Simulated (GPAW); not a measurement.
ZnS (Wurtzite-2H):

```xyz
4
Lattice="3.8110 0.0000 0.0000 -1.9055 3.3004 0.0000 0.0000 0.0000 6.2340" Properties=species:S:1:pos:R:3 pbc="T T T"
Zn    1.9055    1.1001    3.1170
Zn    0.0000    2.2003    0.0000
S     1.9055    1.1001    5.5171
S     0.0000    2.2003    2.4001
```

Program: GPAW 26.7.0. Alike in all runs: task band structure; no spin polarisation; cell as given; k mesh 6 × 6 × 3; cutoff (eV) 600; smearing fermi-dirac 0.05 eV.

Q: Order these runs on this cell by their pressure, lowest first.
A. level PBEsol; potentials or basis PAW data sets generated in the run's folder for this functional, pw; band points 100
B. level LDA; potentials or basis PAW data sets generated in the run's folder for this functional, pw; band points 100
C. level revPBE; potentials or basis the program's PAW data sets (release 1.2.1) made for this functional, pw; band points 100
D. level PW91; potentials or basis PAW data sets generated in the run's folder for this functional, pw; band points 80

A: B (-4.3 GPa), A (-1.3 GPa), D (2.0 GPa), C (4.5 GPa).
